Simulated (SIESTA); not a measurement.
Ta:

```
Ta
1.0
    -1.65128    1.65128    1.65128
     1.65128   -1.65128    1.65128
     1.65128    1.65128   -1.65128
Ta
1
Direct
  0.00000 0.00000 0.00000
```

Base run:

- Program: SIESTA 5.4.2
- Functional: PBEsol
- Potentials or basis: PseudoDojo 0.4 standard (PBEsol files)
- Basis: TZDP (energy shift 0.003 Ry; two zetas on semicore shells)
- Grid cutoff: 800 Ry
- Energy shift: 0.003 Ry
- k mesh: 11 × 11 × 11
- Occupations: fermi-dirac, width 0.05 eV
- Spin: no spin polarisation

Its results: band gap on the k mesh none (metal or under the smearing width); pressure -3.4 GPa.

Question: After a change of settings the same cell gave: band gap on the k mesh none (metal or under the smearing width); pressure -5.4 GPa. Which change was it?
A. basis from TZDP (energy shift 0.003 Ry; two zetas on semicore shells) to SZP (energy shift 0.003 Ry)
B. basis from TZDP (energy shift 0.003 Ry; two zetas on semicore shells) to TZP (energy shift 0.003 Ry; two zetas on semicore shells)
C. basis from TZDP (energy shift 0.003 Ry; two zetas on semicore shells) to DZ (energy shift 0.003 Ry; two zetas on semicore shells)
D. basis from TZDP (energy shift 0.003 Ry; two zetas on semicore shells) to DZP (energy shift 0.003 Ry; two zetas on semicore shells)

Answer: C.

Caveats: short orbitals over semicore shells can move pressures by several GPa; spin-orbit coupling is left out, which moves the levels of the heavy elements; the basis of atomic orbitals isn't converged, which shifts pressures, moduli and gaps; the basis has no polarisation orbitals (some runs).
